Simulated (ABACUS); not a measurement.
Input of an ABACUS 3.10.1 run:

The input INPUT:

```
INPUT_PARAMETERS
suffix              SrO
calculation         scf
basis_type          pw
pseudo_dir          ./
symmetry            1
dft_functional      pz
ecutwfc             84
pseudo_rcut         10
nspin               1
nbands              18
ks_solver           dav
smearing_method     fd
smearing_sigma      0.00367493
scf_thr             1e-08
scf_nmax            100
mixing_type         broyden
mixing_beta         0.7
cal_force           1
cal_stress          1
out_chg             1
kpar                4
```

STRU

```
ATOMIC_SPECIES
Sr 87.6200 Sr.upf
O 15.9990 O.upf

LATTICE_CONSTANT
1.8897261246

LATTICE_VECTORS
0.0000000000 2.5663000000 2.5663000000
2.5663000000 0.0000000000 2.5663000000
2.5663000000 2.5663000000 0.0000000000

ATOMIC_POSITIONS
Direct

Sr
0.0
1
0.5000000000 0.5000000000 0.5000000000 1 1 1

O
0.0
1
0.0000000000 0.0000000000 0.0000000000 1 1 1
```

KPT

```
K_POINTS
0
Gamma
7 7 7 0 0 0
```

Potentials or basis: PseudoDojo NC SR 0.4.1 LDA standard, plane waves.

Launch:

```console
$ OMP_NUM_THREADS=1 mpirun -np 4 abacus > log
```

**Question.** Predict the pressure.

**Answer.** -4.0 GPa.

**Question.** Estimate the band gap on the k mesh.

**Answer.** 3.26 eV, indirect (least direct gap 3.34 eV).

Caveat: an odd mesh through Γ misses points on the zone boundary, where band edges often lie.
